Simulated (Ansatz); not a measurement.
# PbO (Litharge) (P4/nmm) in Ansatz: equation of state

How stiff is PbO (Litharge) in PBEsol, and what volume does it want? The cell is scaled to several volumes.

Everything below comes from runs of Ansatz 0.2.0. Logs are shortened: lines on timing, memory, paths and dates and some standing lists are left out, and cuts for length are marked.

### Step 1. Starting point

The structure is tetragonal, space group P4/nmm (No. 129). Conventional cell: a = 3.990 Å, b = 3.990 Å, c = 5.010 Å, α = 90.00°, β = 90.00°, γ = 90.00°. Around Pb (site symmetry 4mm) lie 4 O at 2.33 Å. O (site symmetry -4m2) has 4 Pb at 2.33 Å as nearest neighbours.

### Step 2. Single point, PBEsol, 18.74 Å³/atom (volume scaled by 0.94)

File input.yaml:

```yaml
crystal:
  lattice:
    - [3.9085485738, 0.0, 0.0]
    - [0.0, 3.9085485738, 0.0]
    - [0.0, 0.0, 4.9077264047]
  atoms:
    - { symbol: Pb, position: [0.5, 0.0, 0.76] }
    - { symbol: Pb, position: [0.0, 0.5, 0.24] }
    - { symbol: O, position: [0.5, 0.5, 0.0] }
    - { symbol: O, position: [0.0, 0.0, 0.0] }
hamiltonian:
  xc: pbesol
  pseudopotentials: { kind: paw }
kpoints:
  mp_grid: { grid: [7, 7, 6] }
scf:
  occupations: { method: fermi_dirac, width: 0.05 }
output:
  forces: true
  stress: true
  eigenvalues: true
```

Potentials or basis: Ansatz PAW.

Run with:

```console
ansatz run input.yaml --threads 2 --pin off --max-ram 5632MiB --backend cpu --events-out ev --progress --plain --runs-dir out
```

Standard output:

```text
Warning: RAYON_NUM_THREADS=2 ignored (pool sized by the plan → 2); use --threads N
Engine: ansatz 0.2.0, aarch64-unknown-linux-gnu
Pseudopotentials: kind: paw
Pseudopotential: Pb, paw, valence charge 14, recommended cutoff 420 eV (normal), Pb.paw.azcp
Pseudopotential: O, paw, valence charge 6, recommended cutoff 420 eV (normal), O.paw.azcp
Functional definition: PBEsol
  exchange = pbesol_x
  correlation = pbesol_c
Crystal: 4 atoms, lattice volume = 74.974 Å³
Basis set: ecut = 420 eV, 1489 PW (Γ), exchange–correlation on 54×54×72 points (8 copies of the dense FFT grid, shifted against one another)
Bands: 24, of which v1, the nominal top of the filled ones, is band 20 counted from 1 (19 counted from 0)
Symmetry: 16 space group operations
Space group: P4/nmm (ITA 129), of the structure as read, at distance tolerance 4.2e-5 Å
k-points: 40 of 294
Non-local potential: Pb, projectors of the file, l = 0: 2, l = 1: 2, l = 2: 2, l = 3: 2
Non-local potential: O, projectors of the file, l = 0: 2, l = 1: 2, l = 2: 1
PAW form: soft (Blöchl's): semilocal exchange-correlation on the pseudo side does not see the compensation charge
PAW frozen core: Pb, regenerated for the run's functional, and the local potential with it (the file was generated under x = pbe(κ = 0.804, μ = 0.2195149727645171), c = pbe(β = 0.06672455060314922))
PAW frozen core: O, regenerated for the run's functional, and the local potential with it (the file was generated under x = pbe(κ = 0.804, μ = 0.2195149727645171), c = pbe(β = 0.06672455060314922))
PAW one-centre angular grid: Pb, 590 points (default); XC on 64 Gauss nodes
PAW one-centre angular grid: O, 110 points (default); XC on 64 Gauss nodes
Initial density: superposition of atomic densities (neutral atoms: chi_scale 0, normalization atom), corrected by the library's trained network
Initial wavefunctions: pseudopotential atomic-orbital guess
Functional: x = pbesol(κ = 0.804, μ = 0.12345679012345678), c = pbesol(β = 0.046)
SCF iter   1: F=—  HF=-24630.873366 eV  |F-HF|=—  |Δ(HF+E_count)|=         —  Δρ=1.34e-2  dr2=1.28e-1  ethr=1.77e-3  ⟨swp⟩=6.2  Hψ=4407  notcnv=0
preconditioner: auto → Resta (q_TF=auto, 2.457 Å⁻¹)  ε∞=4.1  [insulator: Δε(μ)=1.130 eV  Ē_g=15.456 eV  σ=0.050 eV  W_gap=1.00  n_scr=18 (ndim 8)  ℏωp=27.1 eV  f_vac=0.026  D(μ)=0.00/eV (n_scr^D=0)  ε∞_Penn≈4.1]
SCF iter   2: F=—  HF=-24630.851943 eV  |F-HF|=—  |Δ(HF+E_count)|=   2.14e-2  Δρ=5.22e-3  dr2=1.68e-2  ethr=3.20e-4  ⟨swp⟩=2.5  Hψ=1710  notcnv=0
SCF iter   3: F=—  HF=-24630.848447 eV  |F-HF|=—  |Δ(HF+E_count)|=   3.50e-3  Δρ=1.00e-3  dr2=5.22e-4  ethr=4.21e-5  ⟨swp⟩=2.0  Hψ=1353  notcnv=0
SCF iter   4: F=—  HF=-24630.848427 eV  |F-HF|=—  |Δ(HF+E_count)|=   2.01e-5  Δρ=2.23e-4  dr2=4.20e-5  ethr=1.30e-6  ⟨swp⟩=2.0  Hψ=1666  notcnv=0
SCF iter   5: F=—  HF=-24630.848425 eV  |F-HF|=—  |Δ(HF+E_count)|=   2.23e-6  Δρ=4.88e-5  dr2=3.05e-6  ethr=1.05e-7  ⟨swp⟩=2.0  Hψ=1253  notcnv=0
SCF iter   6: F=—  HF=-24630.848426 eV  |F-HF|=—  |Δ(HF+E_count)|=   1.31e-6  Δρ=2.10e-5  dr2=5.49e-7  ethr=7.63e-9  ⟨swp⟩=2.2  Hψ=1298  notcnv=0
SCF iter   7: F=-24630.848426 eV  HF=-24630.848426 eV  |F-HF|=2.14e-9  |Δ(HF+E_count)|=   1.62e-7  Δρ=3.26e-6  dr2=6.99e-9  ethr=2.50e-10  ⟨swp⟩=7.6  Hψ=4808  notcnv=0
SCF 1 converged in 7 iterations: F = -24630.848426 eV  dr2 = 6.99e-9
SCF converged after 7 iterations
Free energy (F): -24630.848426 eV
Harris-Foulkes:  -24630.848426 eV  (|F-HF|=2.14e-9)
Internal energy: -24630.848426 eV  (E = F + TS)
E sigma→0 (E₀):  -24630.848426 eV
Entropy (-TS):   -0.000000 eV (-0.000 meV/atom)
Fermi energy:    9.940150 eV
--- Per-component energies (eV) ---
  E_band       = -79.971325
  E_kinetic    = 930.562793
  E_local      = -3000.303210  (includes V_loc(G=0)·N_el)
  E_nonlocal   = 803.458458
  E_hartree    = 1192.533431
  E_xc         = -583.842526
  E_vxc        = -452.775236  (∫ρ·V_xc dr)
  E_paw        = -20818.685891  (= ΣΔE_a)
  E_vpaw       = -745.987672  (= ΣTr[D̂ρ^β])
  E_aug_tail   = 0.004834  (compensation charges beyond the density's cutoff)
  E_ewald      = -3154.771123
  E_core_change = 0.194809  (= ΣΔE_core)
  E_smearing   = -0.000000  (= −TS)
  E_closure    = -0.000000  (closes the sum)
  Σ components = -24630.848426   (vs F -24630.848426, Δ=0.00e0)
--- Forces (eV/Å), atoms counted from 1 ---
  atom   1  Pb    -0.00000000     0.00000000    -0.52601949
  atom   2  Pb     0.00000000     0.00000000     0.52601949
  atom   3  O     -0.00000000     0.00000000     0.00000000
  atom   4  O      0.00000000     0.00000000    -0.00000000
  max |Σ_I F_I| component: 0.00e0 eV/Å
--- Stress (GPa, compression-positive) ---
        5.261912       0.000000      -0.000000
        0.000000       5.261912      -0.000000
       -0.000000      -0.000000       3.900809
  P = ⅓ Tr σ = 4.8082 GPa (48.082 kbar)
--- Band table (eV; the first three rows and the last of 40) ---
  k-point 0: bands = ["-9.5537", "-8.8627", "-6.8151", "-6.8151", "-6.7317", "-6.7307", "-6.6184", "-6.5299", "-6.5299", "-6.5237", "-6.4967", "-5.0706", "1.8466", "2.3873", "4.6159", "4.6159", "7.3470", "7.3930", "7.3930", "9.2995", "11.7854", "14.8750", "14.9446", "14.9446"]
  k-point 1: bands = ["-9.5455", "-8.8576", "-6.8017", "-6.8017", "-6.7420", "-6.7173", "-6.6112", "-6.5467", "-6.5467", "-6.5292", "-6.5040", "-5.0654", "1.0917", "3.3488", "4.6616", "4.6616", "7.3365", "7.3868", "7.3868", "9.1330", "11.5142", "14.2113", "14.2113", "14.7223"]
  k-point 2: bands = ["-9.5290", "-8.8472", "-6.7677", "-6.7677", "-6.7647", "-6.6839", "-6.5924", "-6.5874", "-6.5874", "-6.5444", "-6.5229", "-5.0551", "0.4504", "4.5265", "4.7574", "4.7574", "7.3162", "7.3712", "7.3712", "8.5726", "11.2573", "13.4541", "13.4541", "13.9417"]
  k-point 39: bands = ["-9.0991", "-9.0672", "-6.6848", "-6.6540", "-6.6212", "-6.5990", "-6.5879", "-6.5859", "-6.5493", "-6.5482", "-5.6581", "-5.5597", "0.7752", "0.9425", "4.6765", "5.0468", "6.9361", "7.1475", "7.8209", "8.0211", "12.6606", "12.7976", "13.4671", "14.3916"]
```

Run time: 1.9 s. Hardware: 2 threads of Arm Neoverse V2, shared host; peak memory 0.35 GiB.

Results:

- Free energy: -24630.8484 eV
- Pressure: 4.8 GPa
- Largest force: 0.526 eV/Å
- Band gap on the k mesh: 1.26 eV, indirect (least direct gap 2.38 eV)

Caveat: odd divisions of the mesh miss points on the zone boundary, where band edges often lie, so the gap on the mesh can be too wide; the pressure holds a Pulay correction of +0.3 GPa for the finite cutoff; spin-orbit coupling is left out, which as a rule narrows the gap of such compounds by several tenths of an eV; the PAW data sets come from PBE, with cores solved anew for the run's functional, which leaves a small shift of forces and pressure.

### Step 3. Single point, PBEsol, 19.14 Å³/atom (volume scaled by 0.96)

input.yaml: that of step 2 with these lines changed.

```diff
@@ -2,5 +2,5 @@
   lattice:
-    - [3.9085485738, 0.0, 0.0]
-    - [0.0, 3.9085485738, 0.0]
-    - [0.0, 0.0, 4.9077264047]
+    - [3.9360744706, 0.0, 0.0]
+    - [0.0, 3.9360744706, 0.0]
+    - [0.0, 0.0, 4.942288997]
   atoms:
@@ -21 +21,5 @@
   eigenvalues: true
+  write_density: true
+  write_potential: true
+  elf: true
+  volumetric_format: npy
```

Potentials or basis: Ansatz PAW.

Run with:

```console
ansatz run input.yaml --threads 2 --pin off --max-ram 5632MiB --backend cpu --events-out ev --progress --plain --runs-dir out
```

Standard output:

```text
Warning: RAYON_NUM_THREADS=2 ignored (pool sized by the plan → 2); use --threads N
Engine: ansatz 0.2.0, aarch64-unknown-linux-gnu
Pseudopotentials: kind: paw
Pseudopotential: Pb, paw, valence charge 14, recommended cutoff 420 eV (normal), Pb.paw.azcp
Pseudopotential: O, paw, valence charge 6, recommended cutoff 420 eV (normal), O.paw.azcp
Functional definition: PBEsol
  exchange = pbesol_x
  correlation = pbesol_c
Crystal: 4 atoms, lattice volume = 76.569 Å³
Basis set: ecut = 420 eV, 1521 PW (Γ), exchange–correlation on 54×54×72 points (8 copies of the dense FFT grid, shifted against one another)
Bands: 24, of which v1, the nominal top of the filled ones, is band 20 counted from 1 (19 counted from 0)
Symmetry: 16 space group operations
Space group: P4/nmm (ITA 129), of the structure as read, at distance tolerance 4.2e-5 Å
k-points: 40 of 294
Non-local potential: Pb, projectors of the file, l = 0: 2, l = 1: 2, l = 2: 2, l = 3: 2
Non-local potential: O, projectors of the file, l = 0: 2, l = 1: 2, l = 2: 1
PAW form: soft (Blöchl's): semilocal exchange-correlation on the pseudo side does not see the compensation charge
PAW frozen core: Pb, regenerated for the run's functional, and the local potential with it (the file was generated under x = pbe(κ = 0.804, μ = 0.2195149727645171), c = pbe(β = 0.06672455060314922))
PAW frozen core: O, regenerated for the run's functional, and the local potential with it (the file was generated under x = pbe(κ = 0.804, μ = 0.2195149727645171), c = pbe(β = 0.06672455060314922))
PAW one-centre angular grid: Pb, 590 points (default); XC on 64 Gauss nodes
PAW one-centre angular grid: O, 110 points (default); XC on 64 Gauss nodes
Initial density: superposition of atomic densities (neutral atoms: chi_scale 0, normalization atom), corrected by the library's trained network
Initial wavefunctions: pseudopotential atomic-orbital guess
Functional: x = pbesol(κ = 0.804, μ = 0.12345679012345678), c = pbesol(β = 0.046)
SCF iter   1: F=—  HF=-24630.910608 eV  |F-HF|=—  |Δ(HF+E_count)|=         —  Δρ=1.33e-2  dr2=1.31e-1  ethr=1.77e-3  ⟨swp⟩=6.2  Hψ=4398  notcnv=0
preconditioner: auto → Resta (q_TF=auto, 2.448 Å⁻¹)  ε∞=4.1  [insulator: Δε(μ)=1.168 eV  Ē_g=15.346 eV  σ=0.050 eV  W_gap=1.00  n_scr=18 (ndim 8)  ℏωp=26.8 eV  f_vac=0.027  D(μ)=0.00/eV (n_scr^D=0)  ε∞_Penn≈4.1]
SCF iter   2: F=—  HF=-24630.889454 eV  |F-HF|=—  |Δ(HF+E_count)|=   2.12e-2  Δρ=5.44e-3  dr2=1.92e-2  ethr=3.27e-4  ⟨swp⟩=2.5  Hψ=1716  notcnv=0
SCF iter   3: F=—  HF=-24630.885500 eV  |F-HF|=—  |Δ(HF+E_count)|=   3.95e-3  Δρ=9.66e-4  dr2=5.21e-4  ethr=4.80e-5  ⟨swp⟩=2.0  Hψ=1353  notcnv=0
SCF iter   4: F=—  HF=-24630.885482 eV  |F-HF|=—  |Δ(HF+E_count)|=   1.74e-5  Δρ=2.30e-4  dr2=4.54e-5  ethr=1.30e-6  ⟨swp⟩=2.0  Hψ=1670  notcnv=0
SCF iter   5: F=—  HF=-24630.885480 eV  |F-HF|=—  |Δ(HF+E_count)|=   2.20e-6  Δρ=4.94e-5  dr2=3.06e-6  ethr=1.13e-7  ⟨swp⟩=2.0  Hψ=1251  notcnv=0
SCF iter   6: F=—  HF=-24630.885481 eV  |F-HF|=—  |Δ(HF+E_count)|=   1.21e-6  Δρ=2.15e-5  dr2=5.96e-7  ethr=7.66e-9  ⟨swp⟩=2.3  Hψ=1304  notcnv=0
SCF iter   7: F=-24630.885482 eV  HF=-24630.885482 eV  |F-HF|=2.33e-9  |Δ(HF+E_count)|=   1.57e-7  Δρ=3.33e-6  dr2=8.12e-9  ethr=2.50e-10  ⟨swp⟩=9.2  Hψ=7711  notcnv=0
SCF 1 converged in 7 iterations: F = -24630.885482 eV  dr2 = 8.12e-9
SCF converged after 7 iterations
Free energy (F): -24630.885482 eV
Harris-Foulkes:  -24630.885482 eV  (|F-HF|=2.33e-9)
Internal energy: -24630.885481 eV  (E = F + TS)
E sigma→0 (E₀):  -24630.885482 eV
Entropy (-TS):   -0.000000 eV (-0.000 meV/atom)
Fermi energy:    9.605336 eV
--- Per-component energies (eV) ---
  E_band       = -90.482892
  E_kinetic    = 928.873303
  E_local      = -3032.603534  (includes V_loc(G=0)·N_el)
  E_nonlocal   = 803.231921
  E_hartree    = 1203.760734
  E_xc         = -583.401869
  E_vxc        = -452.172298  (∫ρ·V_xc dr)
  E_paw        = -20818.236601  (= ΣΔE_a)
  E_vpaw       = -745.340479  (= ΣTr[D̂ρ^β])
  E_aug_tail   = 0.004820  (compensation charges beyond the density's cutoff)
  E_ewald      = -3132.709065
  E_core_change = 0.194809  (= ΣΔE_core)
  E_smearing   = -0.000000  (= −TS)
  E_closure    = 0.000000  (closes the sum)
  Σ components = -24630.885482   (vs F -24630.885482, Δ=0.00e0)
--- Forces (eV/Å), atoms counted from 1 ---
  atom   1  Pb    -0.00000000     0.00000000    -0.21872574
  atom   2  Pb     0.00000000     0.00000000     0.21872574
  atom   3  O     -0.00000000     0.00000000     0.00000000
  atom   4  O      0.00000000     0.00000000    -0.00000000
  max |Σ_I F_I| component: 5.55e-17 eV/Å
--- Stress (GPa, compression-positive) ---
        3.013896       0.000000      -0.000000
        0.000000       3.013896      -0.000000
       -0.000000      -0.000000       2.031214
  P = ⅓ Tr σ = 2.6863 GPa (26.863 kbar)
--- Band table (eV; the first three rows and the last of 40) ---
  k-point 0: bands = ["-9.6739", "-9.0409", "-7.1012", "-7.1012", "-7.0249", "-7.0212", "-6.9211", "-6.8375", "-6.8375", "-6.8330", "-6.8075", "-5.4148", "1.6032", "2.0985", "4.4339", "4.4339", "7.1011", "7.1591", "7.1591", "8.9458", "11.3898", "14.5090", "14.5529", "14.5529"]
  k-point 1: bands = ["-9.6663", "-9.0360", "-7.0886", "-7.0886", "-7.0317", "-7.0116", "-6.9144", "-6.8531", "-6.8531", "-6.8380", "-6.8144", "-5.4101", "0.8641", "3.0325", "4.4779", "4.4779", "7.0907", "7.1527", "7.1527", "8.7865", "11.1420", "13.8425", "13.8425", "14.3343"]
  k-point 2: bands = ["-9.6509", "-9.0261", "-7.0565", "-7.0565", "-7.0527", "-6.9809", "-6.8968", "-6.8912", "-6.8912", "-6.8519", "-6.8321", "-5.4007", "0.2428", "4.1519", "4.5695", "4.5695", "7.0692", "7.1379", "7.1379", "8.2641", "10.9077", "13.1049", "13.1049", "13.5641"]
  k-point 39: bands = ["-9.2577", "-9.2286", "-6.9807", "-6.9518", "-6.9227", "-6.8998", "-6.8903", "-6.8902", "-6.8579", "-6.8570", "-5.9865", "-5.8920", "0.5792", "0.7412", "4.4974", "4.8655", "6.6426", "6.8599", "7.5772", "7.7749", "12.3251", "12.4538", "13.0847", "13.9817"]
```

v_z.tsv:

```text
# z_ang	v_es[eV]	v_tot[eV]
# format = ansatz-planar-average/11
# xc	pbesol
# density_cutoff_ev	1680
# datasets	Pb=:simpson_from_first_knot:soft:shift=-1150160	O=:simpson_from_first_knot:soft:shift=-234619
# lattice	3.936074471	0.000000000	0.000000000
# lattice	0.000000000	3.936074471	0.000000000
# lattice	0.000000000	0.000000000	4.942288997
# sites	4
# site	82	1.968037235	0.000000000	3.756139638
# site	82	0.000000000	1.968037235	1.186149359
# site	8	1.968037235	1.968037235	0.000000000
# site	8	0.000000000	0.000000000	0.000000000
0.000000	2.444133e0	-1.026944e1
0.137286	2.641565e0	-1.000816e1
0.274572	2.961371e0	-9.494607e0
0.411857	3.168142e0	-8.985654e0
0.549143	3.534734e0	-8.269744e0
0.686429	3.855403e0	-7.622814e0
[... 28 lines left out ...]
4.667717	2.961371e0	-9.494607e0
4.805003	2.641565e0	-1.000816e1
```

Wall time 2.7 s (2 threads of Arm Neoverse V2, shared host); peak memory 0.36 GiB.

What came out:

```
Free energy            : -24630.8855 eV
Pressure               : 2.7 GPa
Largest force          : 0.219 eV/Å
Band gap on the k mesh : 1.29 eV, indirect (least direct gap 2.36 eV)
```

Caveat: odd divisions of the mesh miss points on the zone boundary, where band edges often lie, so the gap on the mesh can be too wide; the pressure holds a Pulay correction of +0.3 GPa for the finite cutoff; spin-orbit coupling is left out, which as a rule narrows the gap of such compounds by several tenths of an eV; the PAW data sets come from PBE, with cores solved anew for the run's functional, which leaves a small shift of forces and pressure.

### Step 4. Single point, PBEsol, 19.54 Å³/atom (volume scaled by 0.98)

input.yaml: that of step 3 with these lines changed.

```diff
@@ -2,5 +2,5 @@
   lattice:
-    - [3.9360744706, 0.0, 0.0]
-    - [0.0, 3.9360744706, 0.0]
-    - [0.0, 0.0, 4.942288997]
+    - [3.9632206696, 0.0, 0.0]
+    - [0.0, 3.9632206696, 0.0]
+    - [0.0, 0.0, 4.9763748258]
   atoms:
@@ -21,5 +21 @@
   eigenvalues: true
-  write_density: true
-  write_potential: true
-  elf: true
-  volumetric_format: npy
```

Run with:

```console
ansatz run input.yaml --threads 2 --pin off --max-ram 5632MiB --backend cpu --events-out ev --progress --plain --runs-dir out
```

Wall time 2.1 s (2 threads of Arm Neoverse V2, shared host); peak memory 0.36 GiB.

It converged, with:

* Free energy: -24630.9026 eV
* Pressure: 0.8 GPa
* Largest force: 0.065 eV/Å
* Band gap on the k mesh: 1.33 eV, indirect (least direct gap 2.33 eV)

Caveat: odd divisions of the mesh miss points on the zone boundary, where band edges often lie, so the gap on the mesh can be too wide; the pressure holds a Pulay correction of +0.3 GPa for the finite cutoff; spin-orbit coupling is left out, which as a rule narrows the gap of such compounds by several tenths of an eV; the PAW data sets come from PBE, with cores solved anew for the run's functional, which leaves a small shift of forces and pressure.

(Part 1 of 2 ends here.)
